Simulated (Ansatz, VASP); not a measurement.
**VH2 in VASP and in Ansatz**

```
V H
1.0
     0.00000    2.09758    2.09758
     2.09758    0.00000    2.09758
     2.09758    2.09758    0.00000
V H
1 2
Direct
  0.96875 0.96875 0.96875
  0.78125 0.78125 0.78125
  0.25000 0.25000 0.25000
```

The cell comes from a database or a generator and needn't be the stable form of this composition.

Alike in both runs: task single point; functional PBEsol; dispersion D3(BJ); k mesh 11 × 11 × 11; occupations fermi-dirac, width 0.05 eV; no spin polarisation.

|  | VASP | Ansatz |
| --- | --- | --- |
| version | VASP 6.6.1 | Ansatz 0.2.0 |
| potentials or method | VASP PAW PBE potentials, release 64 (V_sv, H), cutoff 520 eV | all-electron LAPW, scalar-relativistic |

|  | VASP | Ansatz | Ansatz less VASP |
| --- | --- | --- | --- |
| gap on the k mesh at the Fermi level (eV) | none | none | - |
| pressure (GPa) | 7.6 | 7.4 | -0.15 |
| largest component of the traceless stress (GPa) | 19.70 | 19.57 | -0.131 |
| rms of the force components (eV/Å) | 3.524 | 3.506 | -0.0182 |
| dispersion energy (meV/atom) | -249.3 | -249.4 | -0.07 |

Atom by atom the forces differ by 0.018 eV/Å (rms over components). A gap of «none» marks a metal or a gap that the smearing closes. Ansatz ran all-electron here, so the differences hold the error of VASP's frozen core and of both bases.

Caveats: the PAW data sets were made with another functional, which shifts forces and pressure a little (VASP); pairwise dispersion overbinds metals, which lowers pressure and volume.
